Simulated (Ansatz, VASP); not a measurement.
One calculation of Rh, two programs

File INCAR:

```
SYSTEM = Rh
ALGO = Normal
EDIFF = 1E-7
ENCUT = 520
GGA = PE
ISIF = 2
ISMEAR = 1
LASPH = .True.
LCHARG = .False.
LREAL = .False.
LWAVE = .False.
NBANDS = 14
NELM = 80
PREC = Accurate
SIGMA = 0.03
```

KPOINTS

```
k-points
0
Gamma
  14 14 14
  0 0 0
```

File POSCAR:

```
Rh
1.0
    0.0000000000      1.9160595532      1.9160595532
    1.9160595532      0.0000000000      1.9160595532
    1.9160595532      1.9160595532      0.0000000000
Rh
1
Direct
    0.0000000000      0.0000000000      0.0000000000
```

Input for Ansatz:

```yaml
crystal:
  lattice:
    - [0.0, 1.9160595532, 1.9160595532]
    - [1.9160595532, 0.0, 1.9160595532]
    - [1.9160595532, 1.9160595532, 0.0]
  atoms:
    - { symbol: Rh, position: [0.0, 0.0, 0.0] }
hamiltonian:
  xc: pbe
  pseudopotentials:
    kind: paw
    azcp:
      Rh: "pseudopotentials/Rh.paw.azcp"
basis:
  ecutwfc: 420
  fft_grid_basis: typed
kpoints:
  mp_grid: { grid: [14, 14, 14], shift: [0, 0, 0] }
magnetization:
  spin_polarized: false
scf:
  occupations: { method: methfessel_paxton, width: 0.03 }
  lower_state_search: "off"
output:
  stress: true
  write_density: true
  write_potential: true
  elf: true
  volumetric_format: npy
```

Alike in both runs: task single point; functional PBE; k mesh 14 × 14 × 14; occupations methfessel-paxton of order 1, width 0.03 eV; no spin polarisation.

```csv
,VASP,Ansatz
version,VASP 6.6.1,Ansatz 0.2.0
potentials or method,"VASP PAW PBE potentials, release 64 (Rh_pv)","plane waves (420 eV) with PAW, scalar-relativistic"
plane-wave cutoff (eV),520,420
valence electrons in the cell,15,17
```

Ansatz gave:

- pressure (GPa): -0.4

Question: What did VASP give for the same quantities?

Answer: Pressure (GPa): -0.3.

The functional is the same, so the differences come from potentials, cutoffs and numerics. The two sets of potentials don't hold the same shells in valence.
